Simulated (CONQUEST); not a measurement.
Crystal: HgTe (Coloradoite).

```
Hg Te
1.0
     4.54599    0.00000    0.00000
     0.00000    4.54599    0.00000
     0.00000    0.00000    6.42900
Hg Te
2 2
Direct
  0.49584 0.49711 0.50026
  0.99584 0.99711 0.00026
  0.49970 0.99823 0.75049
  0.99970 0.49823 0.25049
```

The cell isn't the ideal one: atoms moved at random, drawn with an rms of 0.05 Å.

Base run:

| Item | Value |
| --- | --- |
| Program | CONQUEST 1.3 |
| Functional | PBE |
| Potentials or basis | PseudoDojo NC PBE, SZ, grid cutoff 120 Ha |
| k mesh | 6 × 6 × 4 |
| Occupations | fermi-dirac, width 0.05 eV |
| Spin | no spin polarisation |

Its results: pressure 13.3 GPa; largest force 0.121 eV/Å.

Q: The run is repeated on the same cell with these changes: potentials or basis from PseudoDojo NC PBE, SZ, grid cutoff 120 Ha to PseudoDojo NC PBE, SZ, linear scaling with L range 16 bohr, grid cutoff 120 Ha; occupations from fermi-dirac, width 0.05 eV to none (density matrix without k points). What comes out?

A: Pressure 17.3 GPa; largest force 0.120 eV/Å.

Caveats: the atomic basis is small; the basis of atomic orbitals isn't converged, which shifts pressures, moduli and gaps; the density matrix is cut off at a finite range, which raises the energy and shifts forces and pressure (some runs).
